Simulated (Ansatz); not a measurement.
Crystal: CsSnI3.

```
Cs I Sn
1.0
     6.20570    0.00000    0.00000
     0.00000    6.20570    0.00000
     0.00000    0.00000    6.20570
Cs I Sn
1 3 1
Direct
  0.00000 0.00000 0.00000
  0.50000 0.50000 0.00000
  0.50000 0.00000 0.50000
  0.00000 0.50000 0.50000
  0.50000 0.50000 0.50000
```

Base run:

* Program: Ansatz 0.2.0
* Functional: PBE
* Potentials or basis: Ansatz PAW
* Cutoff: 420 eV (not typed: the program's choice for these potentials)
* k mesh: 4 × 4 × 4
* Occupations: fermi-dirac, width 0.05 eV
* Spin: spin-orbit coupling, no magnetisation

Its results: band gap on the k mesh 0.08 eV, direct; pressure 0.8 GPa.

The run is repeated on the same cell with these changes: functional from PBE to LDA. What comes out?

Band gap on the k mesh 0.12 eV, direct; pressure -1.3 GPa.

LDA binds more tightly than PBE, so the same cell stands under less pressure.

Caveats: the cell was measured hot, at 500 K; the PAW data sets come from PBE, with cores solved anew for the run's functional, which leaves a small shift of forces and pressure (some runs).
